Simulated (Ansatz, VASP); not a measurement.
# BP in VASP and in Ansatz

Contents of INCAR:

```
SYSTEM = BP
PREC = Accurate
ENCUT = 520
EDIFF = 1E-6
ISMEAR = 0
SIGMA = 0.02
LREAL = .False.
LASPH = .True.
NELM = 100
ALGO = Normal
ISIF = 2
LWAVE = .False.
LCHARG = .False.
GGA = PE
NBANDS = 11
```

The input KPOINTS:

```
Automatic mesh
0
Gamma
  10 10 10
  0 0 0
```

Contents of POSCAR:

```
BP
1.0
    0.0000000000      2.4278790267      2.4278790267
    2.4278790267      0.0000000000      2.4278790267
    2.4278790267      2.4278790267      0.0000000000
B P
1 1
Direct
    0.0000000000      0.0000000000      0.0000000000
    0.7500000000      0.7500000000      0.7500000000
```

Input for Ansatz:

```yaml
crystal:
  lattice:
    - [0.0, 2.4278790267, 2.4278790267]
    - [2.4278790267, 0.0, 2.4278790267]
    - [2.4278790267, 2.4278790267, 0.0]
  atoms:
    - { symbol: B, position: [0.0, 0.0, 0.0] }
    - { symbol: P, position: [0.75, 0.75, 0.75] }
basis:
  ecutwfc: 420
kpoints:
  mp_grid: { grid: [10, 10, 10] }
hamiltonian:
  xc: pbe
scf:
  occupations: { method: gaussian, width: 0.02 }
output:
  forces: true
  stress: true
  eigenvalues: true
```

Alike in both runs: task single point; functional PBE; k mesh 10 × 10 × 10; occupations gaussian, width 0.02 eV; no spin polarisation.

|  | VASP | Ansatz |
| --- | --- | --- |
| version | VASP 6.6.1 | Ansatz 0.2.0 |
| potentials or method | VASP PAW PBE potentials, release 64 (B, P) | scalar-relativistic, plane waves, PAW |
| plane-wave cutoff (eV) | 520 | 420 |
| valence electrons in the cell | 8 | 8 |

VASP gave:

```
gap on the k mesh at the Fermi level (eV) : 1.49
least direct gap on the mesh (eV)         : 3.17
pressure (GPa)                            : -21.8
```

What did Ansatz give for the same quantities?

gap on the k mesh at the Fermi level (eV): 1.49; least direct gap on the mesh (eV): 3.17; pressure (GPa): -21.6.

Caveats: so large a pressure means that the cell lies far from this level's equilibrium, or that cutoff or potentials fall short (VASP). A k mesh can miss the band edges.
